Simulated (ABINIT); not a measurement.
A run of ABINIT 10.8.3 (patched build):

Contents of run.abi:

```
ndtset 7
getwfk -1
scalecart1 3*0.9795861087
scalecart2 3*0.9864848297
scalecart3 3*0.9932883884
scalecart4 3*1.0000000000
scalecart5 3*1.0066227096
scalecart6 3*1.0131594038
scalecart7 3*1.0196128224

pp_dirpath "./"
pseudos "Te.GGA_PBE-JTH.xml, Mg.GGA_PBE-JTH.xml"

acell 8.6374403057 8.6374403057 8.6374403057
rprim
     0.0000000000     0.7071067812     0.7071067812
     0.7071067812     0.0000000000     0.7071067812
     0.7071067812     0.7071067812     0.0000000000
ntypat 2
znucl 52 12
natom 2
typat 1 2
xred
     0.2500000000     0.2500000000     0.2500000000
     0.0000000000     0.0000000000     0.0000000000

ecut 19.0
pawecutdg 38.0
pawxcdev 0

kptopt 1
ngkpt 7 7 7
nshiftk 1
shiftk 0.0 0.0 0.0

ixc -116133

nband 12
occopt 3
tsmear 0.05 eV

nstep 100
tolvrs 1.0e-9

iomode 3
prtwf 1
prtden 0
prteig 0
prtebands 0
enunit 2
```

Potentials or basis: JTH PAW PBE v2.0.

Run with:

```sh
$ abinit run.abi > log 2>&1
```

Hardware: 1 thread of Arm Neoverse V1 (shared host).

Task: Estimate the wall time of this run.

Result: It took 120 s on 1 thread of Arm Neoverse V1 (shared host), peak memory 0.14 GiB. Counts: scf iterations 66, mpi ranks 1, k points 20, bands 12, plane waves 1720.
